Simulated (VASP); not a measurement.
Here is a VASP 6.6.1 calculation.

File INCAR:

```
SYSTEM = Mo
ALGO = Fast
EDIFF = 1E-6
ENCUT = 520
ISIF = 2
ISMEAR = -1
LASPH = .True.
LCHARG = .True.
LELF = .True.
LREAL = .False.
LVHAR = .True.
LWAVE = .False.
NBANDS = 21
NELM = 100
PREC = Accurate
SIGMA = 0.1
```

Contents of KPOINTS:

```
k-points
0
Gamma
  22 22 11
  0 0 0
```

File POSCAR:

```
Mo
1.0
    2.7193384109      0.0000000000      0.0000000000
   -1.3596692054      2.3550161453      0.0000000000
    0.0000000000      0.0000000000      4.7844624482
Mo
2
Direct
    0.3333333333      0.6666666667      0.2500000000
    0.6666666667      0.3333333333      0.7500000000
```

Potentials or basis: VASP PAW LDA potentials, release 64 (Mo_sv).

Command:

```bash
$ cat potpaw_LDA.64/Mo_sv/POTCAR > POTCAR
$ mpirun -np 1 vasp_std > vasp.out
```

Problem. Estimate the pressure.

Solution. 1.2 GPa.

Problem. Estimate the band gap on the k mesh.

Solution. None (metal or under the smearing width).

Stress tensor (GPa, compression positive):
```
1.13 0.00 0.00
0.00 1.13 0.00
0.00 0.00 1.31
```
